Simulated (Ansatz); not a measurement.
Below is a relaxed structure of B. The cell was found from a structure generator's guess, not taken from experiment.

The calculation used Ansatz 0.2.0, DFT PBE, scalar-relativistic, plane waves, PAW. Cutoff 420 eV, Γ-centred mesh, Gaussian smearing, no spin polarisation.

```
B
1.0
     1.77076   -2.32185    0.00000
     1.77076    2.32185    0.00000
    -0.59527    0.00000    5.23075
B
6
Cartesian
  2.9213 0.0000 4.3903
  1.0886 -0.9244 1.8028
  1.8576 0.9244 3.4279
  1.0886 0.9244 1.8028
  0.0250 0.0000 0.8405
  1.8576 -0.9244 3.4279
```

Energies count from the standard state of B at the same level.

Problem. Find its symmetry and describe it.

Solution. C2/m (No. 12). Conventional cell: a = 3.542 Å, b = 4.644 Å, c = 5.265 Å, β = 96.5°. B on a site of symmetry m has 3 B at 1.68–1.71 Å and 2 B at 1.84 Å; B on a site of symmetry 1 is surrounded by 6 B at 1.71–1.85 Å and 1 B at 1.97 Å.

Problem. How far does it lie from the standard state of B?

Solution. +0.19 eV/atom. It lies above the standard state, so it could only be metastable.

Problem. Is it a metal?

Solution. Yes, bands cross the Fermi level on the 14×14×8 mesh.

The last run used a 14×14×8 mesh (in the run's order of axes) for its 6-atom cell and Gaussian smearing of 0.10 eV. This cell was reached by moving the atoms of another relaxed cell at random and relaxing again, last within the group found; it had no such test of its own.
